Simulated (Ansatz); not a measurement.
**BN under changes of volume**

One of the cells (8.967 Å³/atom); the others are scaled copies at fixed shape and fractional positions:

```
N B
1.0
     2.49824    0.00000    0.00000
    -1.24912    2.16354    0.00000
     0.00000    0.00000    6.63570
N B
2 2
Direct
  0.66667 0.33333 0.25000
  0.33333 0.66667 0.75000
  0.66667 0.33333 0.75000
  0.33333 0.66667 0.25000
```

```yaml
Program: Ansatz 0.2.0
Functional: PBE
Potentials_or_basis: Ansatz NC
Cutoff: "1240 eV (not typed: the program's choice for these potentials)"
k_mesh: 12 × 12 × 4
Occupations: fermi-dirac, width 0.05 eV
Spin: no spin polarisation
```

```csv
volume (Å³/atom),energy over the lowest point (meV/atom),pressure (GPa),gap on the mesh (eV)
8.429,48.84,22.8,4.36
8.608,26.96,16.4,4.34
8.787,11.91,10.6,4.31
8.967,?,?,?
9.146,0.00,0.4,4.27
9.325,2.11,-4.1,4.24
9.505,8.99,-8.1,4.22
```

What does the run at 8.967 Å³/atom give?

Energy over the lowest point 3.10 meV/atom; pressure 5.2 GPa; gap on the mesh 4.29 eV.

Worked out: A Birch-Murnaghan fit of order 3 (a polynomial in V^(-2/3)) to the other rows has its minimum at 9.16 Å³/atom with B0 = V·E''(V) = 236 GPa and B' = 3.7 at fixed shape and positions, which overstates the stiffness. It gives 3.08 meV/atom at 8.967 Å³/atom, against the run's 3.10, and -dE/dV = 5.2 GPa, against 5.2. A straight line through the other rows of the gap, of slope -1.18 eV per unit of ln V, gives 4.29 eV, against the run's 4.29.

Energies are extrapolated to zero smearing.

Caveats: this functional lacks dispersion, which binds the layers, so the pressure and a relaxed spacing across them are unreliable.

A mesh can miss the band edges.
